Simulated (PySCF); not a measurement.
Atom-mapped SMILES (the numbers label the heavy atoms): `[CH3:1][CH2:2][CH2:3][NH2:4]`. Hydrogens are named by the atom that carries them.

- shieldings: GIAO B97-2/pcSseg-2
- structure optimised with PBE0-D3(BJ)/def2-TZVP
- code: PySCF 2.14.0 with density-fitted response routines
- averaged over atoms made equivalent by symmetry, fast rotation or ring inversion, non-relativistic, a single conformation, in vacuum

Predict the 2D correlation tables (HSQC, COSY, HMBC).

Answers



HSQC (one-bond C–H):
| δH | δC |
| --- | --- |
| 2.71 (H(C3)) | 51.1 (C3) |
| 1.46 (H(C2)) | 31.2 (C2) |
| 0.93 (H(C1)) | 14.7 (C1) |

COSY cross peaks (H two or three bonds apart, from the bond graph; peaks can be absent where the dihedral angle is near 90°):
| δH | δH |
| --- | --- |
| 2.71 (H(C3)) | 1.46 (H(C2)) |
| 1.46 (H(C2)) | 0.93 (H(C1)) |

HMBC (two and three bonds, from the bond graph):
| δH | δC |
| --- | --- |
| 2.71 (H(C3)) | 31.2 (C2), 14.7 (C1) |
| 1.46 (H(C2)) | 51.1 (C3), 14.7 (C1) |
| 0.93 (H(C1)) | 51.1 (C3), 31.2 (C2) |

δ = σ(ref) − σ, references computed at the same level: TMS for 1H (σref 31.64), 13C (σref 185.38).

Short H···H contacts in this conformer between protons four or more bonds apart (candidates for NOE cross peaks, intensity ∝ r⁻⁶): H(C1)···H(C3) 2.54 Å.

The OH or NH signal is concentration- and solvent-dependent in practice; the value given is the gas-phase one. Shifts are as computed. Against solution values, carbons near 30 ppm lie about +3 ppm off and those near 130 ppm about +7 ppm. Of 1309 compounds with measured shifts, 239 miss one by over three times the rms of a fit or turn the order of signals round; such compounds aren't used in these exercises.
